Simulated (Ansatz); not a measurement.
The elements of this relaxed trial crystal are hidden behind letters.

```
lattice vectors (Å)
   4.4925    0.0000    0.0000
   0.0000    4.4925    0.0000
   0.0000    0.0000    3.1774
fractional positions
X 0.0000 0.0000 0.0000
Z 0.5000 0.5000 0.0000
```

Theory: Ansatz, DFT PBE, scalar-relativistic, plane waves, PAW. The final run on the 4-atom cell used 420 eV, a Γ-centred 10×10×10 mesh, 0.10 eV smearing and no spin polarisation.

* Space group: P4/mmm (No. 123)
* Conventional cell: a = 4.492 Å, c = 3.177 Å
* Volume per atom: 32.06 Å³
* Density: 6.38 g/cm³
* Energy over the elements: −0.12 eV/atom
* Gap on the 10×10×10 mesh of the 4-atom cell: 0 eV (a metal)

Energies are uncorrected and count from the elements' standard states at the same level.

Question: X is a p-block element of period 5 and Z is a p-block element of period 5. Which elements are they?

Answer: X = Sn, Z = Te, so the formula is SnTe. Density times volume gives a mean mass of 6.38 × 32.06/1.6605 = 123.2 u per atom, and this set has 123.2 u. Around Sn lie 4 Te at 3.18 Å and 2 Sn at 3.18 Å; Te has 4 Sn at 3.18 Å and 2 Te at 3.18 Å. Swapping Sn and Te gives the same structure, so either order is right.

The end has Pmmm (No. 47) at a tolerance of 0.01 Å; the cell shown is made exact in the group found at 0.05 Å. Spin–orbit coupling, which can matter for Te, is left out. A later test with randomly moved atoms led to a structure 13 meV/atom lower, so this end is a saddle point or a shallow minimum.
